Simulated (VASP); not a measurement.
## A VASP 6.6.1 single-point calculation on CdF$_{2}$

INCAR

```
EDIFF = 1E-7
PREC = Medium
ISIF = 2
LASPH = .TRUE.
NBANDS = 20
SIGMA = 0.02
IBRION = -1
ISMEAR = -1
LWAVE = .FALSE.
GGA = PE
LCHARG = .FALSE.
LREAL = .FALSE.
ENCUT = 520
NELM = 54
NSW = 0
```

KPOINTS

```
KPOINTS created by Atomic Simulation Environment
0
Gamma
8 8 8
0 0 0
```

POSCAR

```
Cd F
 1.0000000000000000
     0.0000000000000000    2.7211194579000000    2.7211194579000000
     2.7211194579000000    0.0000000000000000    2.7211194579000000
     2.7211194579000000    2.7211194579000000    0.0000000000000000
 Cd  F
   1   2
Cartesian
  0.0000000000000000  0.0000000000000000  0.0000000000000000
  1.3605597289500000  1.3605597289500000  1.3605597289500000
  4.0816791868499998  4.0816791868499998  4.0816791868499998
```

The recommended PBE PAW datasets give the neutral cell 26 valence electrons.

Command

```
mpirun -np 1 vasp_std
```

OSZICAR

```
N       E                     dE             d eps       ncg     rms          rms(c)
DAV:   1     0.193056363131E+03    0.19306E+03   -0.15573E+04  1208   0.131E+03
DAV:   2    -0.451507341128E+01   -0.19757E+03   -0.19109E+03  1264   0.343E+02
DAV:   3    -0.126107905762E+02   -0.80957E+01   -0.80749E+01  1340   0.755E+01
DAV:   4    -0.126454081093E+02   -0.34618E-01   -0.34616E-01  1236   0.506E+00
DAV:   5    -0.126455391216E+02   -0.13101E-03   -0.13101E-03  1316   0.276E-01    0.987E+00
DAV:   6    -0.108682223894E+02    0.17773E+01   -0.40911E+00  1476   0.382E+01    0.711E+00
DAV:   7    -0.109136162230E+02   -0.45394E-01   -0.91093E-01  1192   0.858E+00    0.404E+00
DAV:   8    -0.109048617733E+02    0.87544E-02   -0.14597E-01  1188   0.349E+00    0.727E-01
DAV:   9    -0.108956909692E+02    0.91708E-02   -0.35056E-02  1408   0.222E+00    0.920E-02
DAV:  10    -0.108962448121E+02   -0.55384E-03   -0.29336E-03  1196   0.613E-01    0.124E-01
DAV:  11    -0.108963484981E+02   -0.10369E-03   -0.16532E-04  1268   0.131E-01    0.417E-02
DAV:  12    -0.108963705881E+02   -0.22090E-04   -0.53188E-05  1184   0.615E-02    0.185E-02
DAV:  13    -0.108963723965E+02   -0.18084E-05   -0.78572E-06  1236   0.227E-02    0.389E-03
DAV:  14    -0.108963720903E+02    0.30618E-06   -0.77689E-07  1268   0.108E-02    0.135E-03
DAV:  15    -0.108963721250E+02   -0.34706E-07   -0.88396E-08  1020   0.273E-03
   1 F= -.10896372E+02 E0= -.10896372E+02  d E =-.370592E-10
```

From OUTCAR

```
k-points           NKPTS =     29   k-points in BZ     NKDIM =     29   number of bands    NBANDS=     20

   NELECT =      26.0000    total number of electrons

   dimension x,y,z NGX =    24 NGY =   24 NGZ =   24
   dimension x,y,z NGXF=    32 NGYF=   32 NGZF=   32

  energy-cutoff  :      520.00
  volume of cell :       40.30
      direct lattice vectors                 reciprocal lattice vectors
     0.000000000  2.721119458  2.721119458    -0.183747905  0.183747905  0.183747905
     2.721119458  0.000000000  2.721119458     0.183747905 -0.183747905  0.183747905
     2.721119458  2.721119458  0.000000000     0.183747905  0.183747905 -0.183747905

 k-points in reciprocal lattice and weights: KPOINTS created by Atomic Simulation Env
   0.00000000  0.00000000  0.00000000       0.002
   0.12500000  0.00000000  0.00000000       0.016
   0.25000000  0.00000000  0.00000000       0.016
   0.37500000  0.00000000  0.00000000       0.016
   0.50000000  0.00000000  0.00000000       0.008
   0.12500000  0.12500000  0.00000000       0.012
   0.25000000  0.12500000  0.00000000       0.047
   0.37500000  0.12500000  0.00000000       0.047
   ...

 E-fermi :  -1.1370

 k-point     1 :       0.0000    0.0000    0.0000
  band No.  band energies     occupation
      1     -22.1747      2.00000
      2     -21.1516      2.00000
      3      -7.0636      2.00000
      4      -7.0635      2.00000
      5      -7.0635      2.00000
      6      -5.9833      2.00000
      7      -5.9833      2.00000
      8      -2.4307      2.00000
      9      -2.4304      2.00000
     10      -2.4304      2.00000
     11      -2.0682      2.00000
     12      -2.0680      2.00000
     13      -2.0680      2.00000
     14       1.4288      0.00000
     15      11.0245      0.00000
     16      11.0245      0.00000
     17      11.0246      0.00000
     18      15.8314      0.00000
     19      18.1471      0.00000
     20      18.1471      0.00000

 k-point     2 :       0.1250    0.0000    0.0000
  band No.  band energies     occupation
      1     -22.1292      2.00000
      2     -21.1919      2.00000
      3      -7.0092      2.00000
      4      -7.0092      2.00000
      5      -6.9105      2.00000
      6      -5.9983      2.00000
      7      -5.9983      2.00000
      8      -2.9046      2.00000
      9      -2.5431      2.00000
     10      -2.5428      2.00000
     11      -2.1533      2.00000
     12      -2.0451      2.00000
     13      -2.0449      2.00000
     14       1.9981      0.00000
     15      10.3149      0.00000
     16      11.2413      0.00000
     17      11.2414      0.00000
     18      16.8205      0.00000
     19      17.7405      0.00000
     20      17.7405      0.00000

 k-point     3 :       0.2500    0.0000    0.0000
  band No.  band energies     occupation
      1     -22.0045      2.00000
      2     -21.3027      2.00000
      3      -6.8850      2.00000
      4      -6.8849      2.00000
      5      -6.5023      2.00000
      6      -6.0095      2.00000
      7      -6.0095      2.00000
      8      -3.6127      2.00000
      9      -2.8203      2.00000
     10      -2.8200      2.00000
     11      -2.6365      2.00000
     12      -2.0006      2.00000
     13      -2.0004      2.00000
     14       3.2693      0.00000
     15       9.1467      0.00000
     16      11.7992      0.00000
     17      11.7992      0.00000
     18      17.0727      0.00000
     19      17.0727      0.00000
     20      17.7282      0.00000

 ...

  Total        0.6873659      0.6873659      0.6873659      0.0000000     -0.0000000      0.0000000
  in kB       27.3291248     27.3291248     27.3291248      0.0000000     -0.0000000      0.0000000
  external PRESSURE =      27.3291248 kB  Pullay stress =       0.0000000 kB

 POSITION                                       TOTAL-FORCE (eV/Angst)
 -----------------------------------------------------------------------------------
      0.00000      0.00000      0.00000         0.000000      0.000000      0.000000
      1.36056      1.36056      1.36056        -0.000000      0.000000     -0.000000
      4.08168      4.08168      4.08168         0.000000     -0.000000      0.000000
 -----------------------------------------------------------------------------------
    total drift:                                0.000000      0.000000      0.000000

  FREE ENERGIE OF THE ION-ELECTRON SYSTEM (eV)
  ---------------------------------------------------
  free  energy   TOTEN  =       -10.8963721250 eV

  energy  without entropy=      -10.8963721250  energy(sigma->0) =      -10.89637213
```

It converged. Results: gap between bands v and c on the k mesh 2.96 eV; least direct gap on the k mesh 3.50 eV; pressure 2.7 GPa. Band v is the last that the valence electrons fill when counted band by band, and c is the next.

For comparison, a separate PBE run of the intended cell, on usual settings and not on those above, gives a gap of 2.96 eV on its mesh and a pressure of 2.7 GPa.

The run above took about 11 s on one core of a shared host (Intel Xeon Platinum 8488C) and held 0.13 GiB at most.
